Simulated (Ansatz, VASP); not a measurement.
**NiO: VASP beside Ansatz**

The input INCAR:

```
PREC = Accurate
ENCUT = 520
EDIFF = 1E-6
ISMEAR = 0
SIGMA = 0.05
LREAL = F
LASPH = T
NELM = 60
ALGO = Normal
ISIF = 2
LWAVE = F
LCHARG = T
GGA = PE
LELF = T
LVHAR = T
NBANDS = 15
```

File KPOINTS:

```
Automatic mesh
0
Gamma
  14 14 14
```

The input POSCAR:

```
NiO
1.0
    0.0000000000      2.0796301279      2.0796301279
    2.0796301279      0.0000000000      2.0796301279
    2.0796301279      2.0796301279      0.0000000000
Ni O
1 1
Direct
    0.0000000000      0.0000000000      0.0000000000
    0.5000000000      0.5000000000      0.5000000000
```

Input for Ansatz:

```yaml
crystal:
  lattice:
    - [0.0, 2.0796301279, 2.0796301279]
    - [2.0796301279, 0.0, 2.0796301279]
    - [2.0796301279, 2.0796301279, 0.0]
  atoms:
    - { symbol: Ni, position: [0.0, 0.0, 0.0] }
    - { symbol: O, position: [0.5, 0.5, 0.5] }
basis:
  ecutwfc: 420
  ecutrho_ratio: 4
kpoints:
  mp_grid: { grid: [14, 14, 14] }
  band_path:
    path:
      - [[0.0, 0.0, 0.0], [0.5, 0.0, 0.5], [0.625, 0.25, 0.625]]
      - [[0.375, 0.375, 0.75], [0.0, 0.0, 0.0], [0.5, 0.5, 0.5], [0.5, 0.25, 0.75], [0.5, 0.0, 0.5]]
    npoints: 14
hamiltonian:
  xc: pbe
scf:
  occupations: { method: gaussian, width: 0.05 }
  n_extra_bands: 11
output:
  forces: true
  stress: true
  eigenvalues: true
  populations: true
  dos: { projected: true, de: 0.02, nscf_kmesh: { grid: [21, 21, 21] } }
  bader: true
```

Alike in both runs: task single point; functional PBE; k mesh 14 × 14 × 14; occupations gaussian, width 0.05 eV; no spin polarisation.

|  | VASP | Ansatz |
| --- | --- | --- |
| version | VASP 6.6.1 | Ansatz 0.2.0 |
| potentials or method | VASP PAW PBE potentials, release 64 (Ni, O) | scalar-relativistic, plane waves, PAW |
| plane-wave cutoff (eV) | 520 | 420 |
| valence electrons in the cell | 16 | 24 |

Ansatz gave:

- gap on the k mesh at the Fermi level (eV): none
- pressure (GPa): 0.0

Task: Which values does VASP return?

Result: gap on the k mesh at the Fermi level (eV): none; pressure (GPa): 0.2.

A gap of «none» marks a metal or a gap that the smearing closes. The two sets of potentials don't hold the same shells in valence.

Caveats: the run has no spin polarisation, though such a crystal can be magnetic; semilocal functionals often make such compounds metallic where correlation or magnetic order opens a gap, which also shifts bond lengths. Spin polarisation is off, so any magnetic state and its effect on volume and gap are missing.
